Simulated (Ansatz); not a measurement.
Crystal: Ru.

```
CELL_PARAMETERS angstrom
2.70580 0.00000 0.00000
-1.35290 2.34329 0.00000
0.00000 0.00000 4.28190
ATOMIC_POSITIONS crystal
Ru 0.66667 0.33333 0.75000
Ru 0.33333 0.66667 0.25000
```

```yaml
Program: Ansatz 0.2.0
Task: relaxation of cell and atoms
Functional: BLYP
Potentials_or_basis: Ansatz PAW
Cutoff: "420 eV (not typed: the program's choice for these potentials)"
k_mesh: 11 × 11 × 6
Occupations: fermi-dirac, width 0.05 eV
Spin: no spin polarisation
```

At the start: volume 13.57 Å³/atom.

Question: How do energy, volume and symmetry change on relaxing?

Answer: It ends after 6 steps and the volume is 14.42 Å³/atom (+6.2 %); space group P6_3/mmc (No. 194, to 0.05 Å).

The path:
```csv
step,energy change (eV),largest force (eV/Å),volume (Å³)
1,0.0000,0.0000,27.15
2,-0.0158,0.0000,30.55
3,-0.0919,0.0000,29.03
4,-0.0930,0.0000,28.81
5,-0.0931,0.0000,28.84
6,-0.0937,0.0000,28.84
```

Final structure:
```
CELL_PARAMETERS angstrom
2.76367 0.00000 0.00000
-1.38184 2.39341 0.00000
0.00000 0.00000 4.35973
ATOMIC_POSITIONS crystal
Ru 0.66667 0.33333 0.75000
Ru 0.33333 0.66667 0.25000
```

Caveat: the plane-wave basis is chosen anew once the cell has moved, so the energies of steps on either side of that aren't comparable; the PAW data sets come from PBE, with cores solved anew for the run's functional, which leaves a small shift of forces and pressure.
